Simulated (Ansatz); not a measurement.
## GeO2: pressure series

Base system: GeO2 in the rutile structure (space group P4_2/mnm, No. 136).

```xyz
6
Lattice="4.4105 0.0000 0.0000 0.0000 4.4105 0.0000 0.0000 0.0000 2.8702" Properties=species:S:1:pos:R:3 pbc="T T T"
Ge     0.0000     0.0000     0.0000
Ge     2.2053     2.2053     1.4351
O      1.3496     1.3496     0.0000
O      3.5549     0.8556     1.4351
O      0.8556     3.5549     1.4351
O      3.0609     3.0609     0.0000
```

Cell and atoms are relaxed at each pressure.

Computed with Ansatz (a first-principles code), r2SCAN, PAW, cutoff 500 eV, no SOC.

| pressure (GPa) | band gap (eV) |
|---|---|
| -2 | 2.41 |
| -1 | ? |
| 0 | 2.51 |
| 1.8 | 2.61 |
| 4.2 | 2.72 |
| 9 | 2.96 |
| 18 | 3.37 |

**Question.** Fit E_g = E₀ + αP + βP² to the rows shown and predict the withheld row.

**Answer.** Least squares on the printed values gives E₀ = 2.51 eV, α = 51.3 meV/GPa, β = -0.21 meV/GPa² (largest residual 0.01 eV); this predicts 2.46 eV, and the run gives 2.46 eV, in agreement.

Load acts through the strain it causes; cell and atoms are relaxed under it. No phonon test of stability was made. Competing high-pressure phases were not computed.
